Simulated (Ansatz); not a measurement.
# Screening in ZnSe (Stilleite)

Aim: the electronic dielectric constant of ZnSe (Stilleite) by perturbation theory, a sum over states and the RPA step of G0W0.

Method: linear response on PBE, plane waves, PAW, in Ansatz 0.2.0.

Report form: the programs' logs are mostly left out.

## 1. Starting point

Symmetry: F-43m, No. 216, cubic system. The conventional cell has a = 5.668 Å, b = 5.668 Å, c = 5.668 Å, α = 90.00°, β = 90.00°, γ = 90.00°. Nearest to Zn lie 4 Se at 2.45 Å. Nearest to Se lie 4 Zn at 2.45 Å. Farther neighbours and most contacts between anions are not listed.

The cell and positions come from the Crystallography Open Database and are kept as given unless a step says otherwise. The default PAW set here is soft_1. Its files were made with PBE.

## 2. Response to a homogeneous field

The response to a uniform field gives ε∞, a yardstick for the screening that GW builds on its mesh.

This step: dielectric response by perturbation theory, PBE, plane waves, PAW.

input.yaml

```yaml
crystal:
  lattice:
    - [0.0, 2.8338, 2.8338]
    - [2.8338, 0.0, 2.8338]
    - [2.8338, 2.8338, 0.0]
  atoms:
    - { symbol: Zn, position: [0.0, 0.0, 0.0] }
    - { symbol: Se, position: [0.25, 0.25, 0.25] }
kpoints:
  mp_grid: { grid: [6, 6, 6] }
hamiltonian:
  xc: pbe
  pseudopotentials: { kind: paw, azcp: { folder: "./paw" } }
scf:
  occupations: { method: fixed }
dielectric: {}
```

Command:

```console
$ ansatz run input.yaml --threads 3 --pin off --max-ram 92160MiB --backend cuda --events-out ev --progress --plain --runs-dir out --devices 1 --max-vram 13GiB
```

It took 34 s on 1 × NVIDIA H100 80GB HBM3 (shared by 6 runs) with 3 threads of AMD EPYC 7R13 (Zen 3), shared host; peak memory 1.2 GiB; 19 s of CPU time.

This step gave:

- stated error of ε∞: 0.02

One over ε∞ averages 0.14, under the quarter of exact exchange in PBE0, which by this rule of thumb may open the gap too far.

High-frequency dielectric tensor:

```
7.25 0.00 0.00
0.00 7.25 0.00
0.00 0.00 7.25
```

Born effective charge (e), principal values of the symmetric part by kind of site:

```csv
atom,atoms with these values,low,middle,high,mean
Zn1,1,2.05,2.05,2.05,2.05
Se2,1,-2.05,-2.05,-2.05,-2.05
```

In full for Se2:

```
-2.05  0.00  0.00
 0.00 -2.05  0.00
 0.00  0.00 -2.05
```

## 3. Independent-particle spectrum

The independent-particle spectrum shows where the oscillator strength lies, before excitons and local fields.

This step: independent-particle optics on PBE, plane waves, PAW.

input.yaml, the sections that differ from step 2:

```yaml
kpoints:
  mp_grid: { grid: [8, 8, 8] }
scf:
  occupations: { method: fixed }
  n_extra_bands: 31
output:
  optics: { e_range: [0, 25], de: 0.1, sigma: 0.2 }
# crystal, hamiltonian: as in step 2
# dielectric: removed
```

Run time: 13 s. Hardware: 1 × NVIDIA H100 80GB HBM3 (shared by 6 runs) with 3 threads; peak memory 1.2 GiB.

Numbers from this step:

| Item | Value |
| --- | --- |
| ε∞ without local fields (xx, yy, zz) | 7.665, 7.665, 7.665 |
| electrons in the f-sum (xx, yy, zz) | 11.80, 11.80, 11.80 |
| bands in the explicit sum (the static value is completed to all bands) | 45 |

The sum gives ε∞ = 7.66 without local fields.

Independent particles, no local fields, Gaussian width 0.2 eV. Table of ε₂, xx=yy=zz by photon energy; read off at these points:

```csv
photon energy (eV),"ε₂, xx=yy=zz"
0.50,0
1.00,0.00976
1.50,0.812
2.00,1.38
2.50,1.82
3.00,2.80
3.50,7.63
3.60,7.95
4.00,6.91
4.50,6.12
5.00,7.79
5.40,19.3
5.50,18.0
6.00,8.97
6.50,6.22
7.00,9.08
7.50,7.01
8.00,4.95
8.50,3.77
9.00,2.71
9.50,2.13
10.00,2.35
10.50,1.93
11.00,1.35
11.50,1.34
12.00,1.23
12.50,0.945
13.00,0.899
13.50,0.772
14.00,0.577
14.50,0.525
15.00,0.499
15.50,0.468
16.00,0.538
16.50,0.492
17.00,0.442
17.50,0.365
18.00,0.365
18.50,0.354
19.00,0.405
19.50,0.368
20.00,0.360
20.50,0.377
21.00,0.320
21.50,0.299
22.00,0.250
22.50,0.230
23.00,0.212
23.50,0.210
24.00,0.212
24.50,0.200
25.00,0.200
```

Independent particles, no local fields, Gaussian width 0.2 eV. The loss function, xx=yy=zz by photon energy; read off at these points:

```csv
photon energy (eV),"loss function, xx=yy=zz"
1.00,1.5e-4
1.50,0.0103
2.00,0.0170
2.50,0.0197
3.00,0.0225
3.50,0.0455
4.00,0.0696
4.50,0.0650
5.00,0.0413
5.50,0.0555
6.00,0.104
6.50,0.161
7.00,0.110
7.50,0.121
8.00,0.144
8.50,0.169
9.00,0.199
9.50,0.285
10.00,0.304
10.50,0.296
11.00,0.375
11.50,0.475
12.00,0.501
12.50,0.609
13.00,0.732
13.50,0.800
14.00,1.05
14.50,1.51
15.00,1.85
15.50,2.13
16.00,1.84
16.50,2.02
17.00,2.20
17.40,2.41
17.50,2.39
18.00,1.95
18.50,1.66
19.00,1.55
19.50,1.56
20.00,1.37
20.50,1.41
21.00,1.44
21.50,1.31
22.00,1.20
22.50,0.946
23.00,0.826
23.50,0.718
24.00,0.677
24.50,0.627
25.00,0.588
```

Independent particles, no local fields, Gaussian width 0.2 eV. ε₁, xx=yy=zz against photon energy:

photon energy (eV), ε₁, xx=yy=zz and a bar from the least value:
```
        0        7.6 ######################
        1        8.2 #######################
        2        8.9 #########################
        3       10.8 #############################
        4        7.2 #####################
        5       11.3 ##############################
        6       -2.5 #
        7       -0.3 ######
        8       -3.2 
        9       -2.5 #
       10       -1.5 ###
       11       -1.3 ####
       12       -1.0 #####
       13       -0.6 #####
       14       -0.5 ######
       15       -0.1 ######
       16        0.1 #######
       17        0.1 #######
       18        0.2 #######
       19        0.3 #######
       20        0.4 #######
       21        0.3 #######
       22        0.4 #######
       23        0.5 #######
       24        0.5 ########
       25        0.5 ########
```

## 4. RPA screening from the G0W0 run

G0W0 replaces the xc potential by the self-energy, built once from these orbitals. Only a window of levels is corrected, while the sums run over the empty bands that the input names.

This step: G0W0 on PBE, plane waves, PAW.

input.yaml, the sections that differ from step 3:

```yaml
kpoints:
  mp_grid: { grid: [6, 6, 6] }
scf:
  occupations: { method: fixed }
gw:
  n_empty_bands: 292
  ecut_chi: 200.0
  qp_bands: [v2, c2]
  qp_kpoints: band_edges
  screening: { model: contour_deformation }
# crystal, hamiltonian: as in step 3
# output: removed
```

Wall time 31 s (1 × NVIDIA H100 80GB HBM3 (shared by 6 runs) with 3 threads); peak memory 1.4 GiB.

This step gave:

```
bands summed                                 : 306
RPA ε∞ on this mesh (eigenvalues)            : 8.530, 8.530, 8.530
plane waves in the screening matrix          : 283
G0W0 gap on the mesh                         : 2.365 eV
k of the valence top                         : 0, 0, 0
k of the conduction bottom                   : 0, 0, 0
starting gap on the mesh                     : 1.283 eV
least direct G0W0 gap on the computed points : 2.365 eV
```

The gap on the mesh goes from 1.28 eV to 2.37 eV, a correction of +1.08 eV. Between the two edge states, bare exchange in place of the xc potential would open the gap by 6.94 eV, and correlation takes back 5.86 eV.

Mean over the mesh in bins of 0.25 1/Å. Table of static inverse dielectric function, diagonal by length of q+G:

length of q+G (Å⁻¹), static inverse dielectric function, diagonal and a bar from the least value:
```
     0.34      0.191 
     0.58      0.245 ##
     1.03      0.376 #######
     1.26      0.443 #########
     1.50      0.511 ############
     2.01      0.644 #################
     2.26      0.700 ###################
     2.50      0.743 #####################
     2.99      0.813 #######################
     3.25      0.843 ########################
     3.49      0.868 #########################
     3.99      0.910 ###########################
     4.25      0.926 ############################
     4.50      0.939 ############################
     5.00      0.957 #############################
     5.25      0.964 #############################
     5.51      0.970 #############################
     6.01      0.979 ##############################
     6.26      0.982 ##############################
     6.51      0.985 ##############################
     7.00      0.990 ##############################
     7.18      0.991 ##############################
```

## 5. The values together

Times are wall times on 1 × NVIDIA H100 80GB HBM3 (shared by 6 runs) with 3 threads of AMD EPYC 7R13 (Zen 3), shared host, good to a factor of about two.

```csv
method,mesh,"ε∞, low",middle,high,mean,time
perturbation theory (local fields and xc kernel),6×6×6 (response on 512 points),7.25,7.25,7.25,7.25,34 s
sum over states (no local fields),8×8×8,7.66,7.66,7.66,7.66,13 s
"RPA with local fields, on the GW mesh",6×6×6,8.53,8.53,8.53,8.53,31 s
```

## 6. What came out

| Quantity | Value |
| --- | --- |
| perturbation theory (local fields and xc kernel) | 7.25, 7.25, 7.25 |
| sum over states (no local fields) | 7.66, 7.66, 7.66 |
| RPA with local fields, on the GW mesh | 8.53, 8.53, 8.53 |

In words: Mean Born effective charge: Zn1 2.05, Se2 -2.05 e. Distinct peaks of the ε₂, xx=yy=zz stand at 5.4 and 7.0 eV; the one at 5.4 eV is strongest. Distinct peaks of the loss function, xx=yy=zz stand at 15.5 and 17.4 eV; the one at 17.4 eV is strongest. The sum without local fields gives 7.66 in the mean against 7.25 by perturbation theory; local fields lower ε∞ and the xc kernel gives part of it back, though the sum also carries the error of its own mesh. The RPA values on the 6×6×6 mesh average 1.18 times those of perturbation theory (means 8.53 and 7.25). Without the xc kernel RPA should lie a little lower; it lies higher here. Perturbation theory sums its response on a denser mesh of its own, so the coarser sum of the GW run is the likely cause. PBE usually puts the gap too low, which tends to raise ε∞. Ions are clamped, so the lattice part of the static constant is not in these numbers.

[Paths, hosts, dates, memory and timing lines, banners, echoed tables and standing remarks are left out of the program output.]

[Logs are printed without paths, hosts, clocks, repeated set-up lines and the standing remarks that a program may print on its own settings, such as how far it seeks lower states.]

[Runs of the session that timed out or met a known fault of the program may be left out.]

[Cells called generated may have been cut or substituted from an entry of the Crystallography Open Database or the Materials Project.]

[Hosts, paths, dates, database ids (printed as entryN), source tags and the programs' standing remarks are cut or masked in the printed files.]
